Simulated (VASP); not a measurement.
# Co: kinetic-energy density

Co, P6_3/mmc (no. 194), 2 atoms in the cell. PBE; PAW potentials Co (PBE set).

## Input

INCAR:
```
SYSTEM = Co
  PREC = Accurate
  ENCUT = 520
  EDIFF = 1E-7
  ISMEAR = 1
  SIGMA = 0.1
  LREAL = .FALSE.
  LASPH = .TRUE.
  ALGO = Normal
  NELM = 100
  ISIF = 2
  LWAVE = .FALSE.
  LCHARG = .TRUE.
  ISPIN = 2
  MAGMOM = 2 2
  LORBIT = 11
  LMAXMIX = 4
  LTAU = .TRUE.
```

KPOINTS:
```
k-points
0
Gamma
  10 10 6
```

POSCAR:
```
Co
1.0
    2.4719999032      0.0000000000      0.0000000000
   -1.2359999516      2.1408147143      0.0000000000
    0.0000000000      0.0000000000      4.0211440800
Co
2
Direct
    0.6666666667      0.3333333333      0.7500000000
    0.3333333333      0.6666666667      0.2500000000
```

Commands:
```
cat potpaw_PBE.64/Co/POTCAR > POTCAR
mpirun -np 1 vasp_std > vasp.out
```

## Result

- Kinetic energy of the pseudo orbitals (eV): 135.25

VASP 6.6.1 took 25 s on 1 core (Intel Xeon Platinum 8488C (Sapphire Rapids)), a shared host.
